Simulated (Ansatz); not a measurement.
This guess for FePt is about to be relaxed.

```
Fe Pt
1.0
     2.70157    0.00000    0.00000
    -1.35079    2.33963    0.00000
     0.00000    0.00000    4.33995
Fe Pt
1 1
Direct
  0.66667 0.33333 0.50000
  0.33333 0.66667 0.00000
```

Level of theory: DFT PBE, scalar-relativistic, plane waves, PAW (Ansatz). Cutoff 420 eV, Gaussian smearing, Γ-centred meshes. Cell and atoms relax first on a coarse mesh and then on a finer one. In between, the cell is made exact in the group found at 0.06 Å. In metals the finer mesh still leaves noise of several meV/atom or more. The steps can't lower the symmetry of their start. Collinear spin, starting moments Fe 4.0 μB.

A guess keeps its type if space group and coordination stay and the shape of the cell changes little (axis ratios within about 15 %, angles within 6°); the volume may change.

Problem. Does this structure survive the relaxation?

Solution. It keeps its type. The symmetry stays P-6m2 (No. 187). The volume per atom grows by 2.8 %, from 13.7 to 14.1 Å³. The shortest distance goes from 2.67 Å (Fe–Pt) to 2.69 Å (Fe–Pt). The ratio c/a of the conventional cell changes by a factor of 1.00. Counting neighbours within 15 % of an atom's shortest distance, the start has Fe 12, Pt 12 and the end Fe 12, Pt 12.

The last run used collinear spin, a 24×24×12 mesh (in the run's order of axes) for its 2-atom cell and Gaussian smearing of 0.10 eV. Spin–orbit coupling, which can matter for Pt, is left out. Another magnetic order may lie lower. Symmetry constrained the relaxation, so the result can be a saddle point. Another cell of FePt relaxed alike, in P4/mmm, lies 121 meV/atom lower, so this cell isn't the stable form at this level.
